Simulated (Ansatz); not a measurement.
Input, command and steps of an Ansatz relaxation.

```yaml
crystal:
  lattice:
    - [3.6876833441, 0.0, 0.0]
    - [-1.8438416721, 3.1936274572, 0.0]
    - [0.0, 0.0, 3.8919670949]
  atoms:
    - { symbol: Be, position: [0.0, 0.0, 0.5] }
    - { symbol: Be, position: [0.3333333333, 0.6666666667, 0.0] }
    - { symbol: Be, position: [0.6666666667, 0.3333333333, 0.0] }
    - { symbol: S, position: [0.0, 0.0, 0.0] }
basis:
  ecutwfc: 420
kpoints:
  mp_grid: { grid: [6, 6, 4] }
hamiltonian:
  xc: pbe
scf:
  occupations: { method: gaussian, width: 0.1 }
  lower_state_search: "off"
output:
  forces: true
  stress: true
  eigenvalues: true
relax:
  adjacent_minimum: "off"
  f_tol: 0.04
  max_steps: 70
  cell: { stress_tol: 0.4 }
```

```bash
ansatz run input.yaml --threads 1 --pin off --max-ram 2560MiB --backend cpu --events-out ev --progress --plain --runs-dir out
```

Method: DFT PBE, scalar-relativistic, plane waves, PAW in Ansatz 0.2.0.

Of 8 frames 8 are shown, positions in Å and forces in eV/Å; the SCF threshold varies from step to step. Steps run on the plane waves of an earlier cell, with a Pulay correction in the pressure. The basis is chosen afresh for the last frame, the zero of the energies, and at times for earlier ones too; energy and pressure step there, also at an unchanged geometry.

```xyz
4
Lattice="3.6877 0.0000 0.0000 -1.8438 3.1936 0.0000 0.0000 0.0000 3.8920" Properties=species:S:1:pos:R:3:forces:R:3 pbc="T T T" step=1 free_energy_over_end_meV_per_atom=121.13 pressure_GPa=15.19
Be    0.0000    0.0000    1.9460    0.0000    0.0000    0.0000
Be    0.0000    2.1291    0.0000    0.0000    0.0000    0.0000
Be    1.8438    1.0645    0.0000    0.0000    0.0000    0.0000
S     0.0000    0.0000    0.0000    0.0000    0.0000    0.0000
4
Lattice="3.7836 0.0000 0.0000 -1.8918 3.2767 0.0000 0.0000 0.0000 3.9313" Properties=species:S:1:pos:R:3:forces:R:3 pbc="T T T" step=2 free_energy_over_end_meV_per_atom=58.74 pressure_GPa=9.21
Be    0.0000    0.0000    1.9657    0.0000    0.0000    0.0000
Be    0.0000    2.1844    0.0000    0.0000    0.0000    0.0000
Be    1.8918    1.0922    0.0000    0.0000    0.0000    0.0000
S     0.0000    0.0000    0.0000    0.0000    0.0000    0.0000
4
Lattice="3.9633 0.0000 0.0000 -1.9817 3.4324 0.0000 0.0000 0.0000 3.9507" Properties=species:S:1:pos:R:3:forces:R:3 pbc="T T T" step=3 free_energy_over_end_meV_per_atom=6.81 pressure_GPa=1.42
Be    0.0000    0.0000    1.9754    0.0000    0.0000    0.0000
Be    0.0000    2.2882    0.0000    0.0000    0.0000    0.0000
Be    1.9817    1.1441    0.0000    0.0000    0.0000    0.0000
S     0.0000    0.0000    0.0000    0.0000    0.0000    0.0000
4
Lattice="4.0175 0.0000 0.0000 -2.0087 3.4792 0.0000 0.0000 0.0000 3.9314" Properties=species:S:1:pos:R:3:forces:R:3 pbc="T T T" step=4 free_energy_over_end_meV_per_atom=2.79 pressure_GPa=-0.09
Be    0.0000    0.0000    1.9657    0.0000    0.0000    0.0000
Be    0.0000    2.3195    0.0000    0.0000    0.0000    0.0000
Be    2.0087    1.1597    0.0000    0.0000    0.0000    0.0000
S     0.0000    0.0000    0.0000    0.0000    0.0000    0.0000
4
Lattice="4.0503 0.0000 0.0000 -2.0252 3.5077 0.0000 0.0000 0.0000 3.8929" Properties=species:S:1:pos:R:3:forces:R:3 pbc="T T T" step=5 free_energy_over_end_meV_per_atom=1.31 pressure_GPa=-0.46
Be    0.0000    0.0000    1.9464    0.0000    0.0000    0.0000
Be    0.0000    2.3385    0.0000    0.0000    0.0000    0.0000
Be    2.0252    1.1692    0.0000    0.0000    0.0000    0.0000
S     0.0000    0.0000    0.0000    0.0000    0.0000    0.0000
4
Lattice="4.0591 0.0000 0.0000 -2.0295 3.5153 0.0000 0.0000 0.0000 3.8457" Properties=species:S:1:pos:R:3:forces:R:3 pbc="T T T" step=6 free_energy_over_end_meV_per_atom=1.30 pressure_GPa=0.26
Be    0.0000    0.0000    1.9228    0.0000    0.0000    0.0000
Be    0.0000    2.3435    0.0000    0.0000    0.0000    0.0000
Be    2.0295    1.1718    0.0000    0.0000    0.0000    0.0000
S     0.0000    0.0000    0.0000    0.0000    0.0000    0.0000
4
Lattice="4.0506 0.0000 0.0000 -2.0253 3.5079 0.0000 0.0000 0.0000 3.8658" Properties=species:S:1:pos:R:3:forces:R:3 pbc="T T T" step=7 free_energy_over_end_meV_per_atom=1.00 pressure_GPa=0.07
Be    0.0000    0.0000    1.9329    0.0000    0.0000    0.0000
Be    0.0000    2.3386    0.0000    0.0000    0.0000    0.0000
Be    2.0253    1.1693    0.0000    0.0000    0.0000    0.0000
S     0.0000    0.0000    0.0000    0.0000    0.0000    0.0000
4
Lattice="4.0506 0.0000 0.0000 -2.0253 3.5079 0.0000 0.0000 0.0000 3.8658" Properties=species:S:1:pos:R:3:forces:R:3 pbc="T T T" step=8 free_energy_over_end_meV_per_atom=0.00 pressure_GPa=0.15
Be    0.0000    0.0000    1.9329    0.0000    0.0000    0.0000
Be    0.0000    2.3386    0.0000    0.0000    0.0000    0.0000
Be    2.0253    1.1693    0.0000    0.0000    0.0000    0.0000
S     0.0000    0.0000    0.0000    0.0000    0.0000    0.0000
```

The start puts this composition into another compound's structure type, which needn't suit it. At the end the space group is P6/mmm (tolerance 0.05 Å).

The run took 6.8 s on 1 thread of Arm Neoverse V2, on a shared host, peak memory 0.29 GiB.

The k mesh is coarse.